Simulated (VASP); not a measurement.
**VASP inputs for InP (rocksalt)**

INCAR

```
ISMEAR = -1
GGA = PS
ENCUT = 520
PREC = Accurate
ISIF = 2
SIGMA = 0.02
LREAL = .FALSE.
NBANDS = 16
LCHARG = .FALSE.
LWAVE = .FALSE.
IBRION = -1
LASPH = .TRUE.
NSW = 0
NELM = 120
EDIFF = 1E-7
```

KPOINTS

```
KPOINTS created by Atomic Simulation Environment
0
Gamma
8 8 8
0 0 0
```

KPOINTS_OPT

```
special points
7
Reciprocal
0.0000000000 0.0000000000 0.0000000000 1
0.5000000000 0.0000000000 0.5000000000 1
0.5000000000 0.2500000000 0.7500000000 1
0.3750000000 0.3750000000 0.7500000000 1
0.5000000000 0.5000000000 0.5000000000 1
0.6250000000 0.2500000000 0.6250000000 1
0.1875000000 0.1875000000 0.3750000000 1
```

POSCAR

```
In P
 1.0000000000000000
    -0.0000000000000000    2.7453630745181106    2.7453630745181106
     2.7453630745181106    0.0000000000000000    2.7453630745181106
     2.7453630745181106    2.7453630745181106    0.0000000000000000
 In  P
   1   1
Cartesian
 -0.0000000000000000 -0.0000000000000000 -0.0000000000000000
  2.7453630745181106  2.7453630745181106  2.7453630745181106
```

VASP ran with the recommended PBE PAW datasets (18 valence electrons in the cell).

Problem. Estimate the main results of this run.

Solution. gap between bands v and c -2.78 eV (bands overlap: a metal); least direct gap 0.00 eV; pressure -1.5 GPa.

Band v is the last that the valence electrons fill when counted band by band, and c is the next. Levels in eV from the top of v:

| point | v−1 | v | c | c+1 |
| --- | --- | --- | --- | --- |
| Γ | -0.63 | -0.63 | 0.33 | 6.72 |
| X | -2.90 | -2.78 | -2.78 | 3.35 |
| W | -4.39 | -4.39 | 2.13 | 4.24 |
| K | -4.91 | -2.09 | -0.23 | 5.05 |
| L | -0.17 | -0.17 | 2.07 | 2.98 |
